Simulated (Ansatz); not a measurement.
**KMgF$_{3}$: enthalpy against pressure**

KMgF$_{3}$, Pm-3m, a = 4.054 Å. The structure is a Materials Project entry; whether it is the stable form wasn't checked. Ansatz: PBE, PAW, 420 eV, Γ-centred 6×6×6 mesh on 5 atoms, Gaussian smearing 0.02 eV; no spin polarisation. Cell and atoms are relaxed at each pressure, and no other structure is tried, so the rows at high pressure may lie past a change of phase. y is the enthalpy over the state at zero pressure; there V0 = 13.324 Å³/atom. The pressures are the targets, met within 0.07 GPa.

```tsv
P (GPa)	y (eV/atom)
-3.0	-0.2557
0.0	0.0000
3.0	0.2444
8.0	0.6321
15.0	?
30.0	2.1551
60.0	3.9590
```

Q: Fit y = c1 P + c2 P² + c3 P³ to the other rows, say what c1 and c2 mean, and predict the missing value.

A: Least squares on the rows shown. y = 0.082717 P − 0.00044732 P² + 2.8071×10⁻⁶ P³. Since dH/dP = V, c1 is V0: 0.082717 eV/GPa × 160.2 = 13.251 Å³ against 13.324; c2 = −V0/(2B0) gives B0 = 92 GPa, where a Birch–Murnaghan fit to the volumes of the same runs (not shown) gives 66 GPa: a cubic over this range folds the higher terms into c2. Above P = −c2/(3 c3) = 53 GPa the cubic's slope, the volume, would rise with pressure, so the form fails there. At P = 15.0 the fit asked for gives 1.1496 eV/atom. The run gave 1.1437 eV/atom, so the fit is 0.0059 eV/atom too high, 0.14 % of the span of the series, against an rms of 0.0019 eV/atom on the fitted rows. With a term in P⁴ added, a fit to the same known rows predicts 1.1416 eV/atom, so most of the miss is curvature that the known rows already hold.

Symmetry holds off the tilts and polar distortions that many cubic perovskites undergo.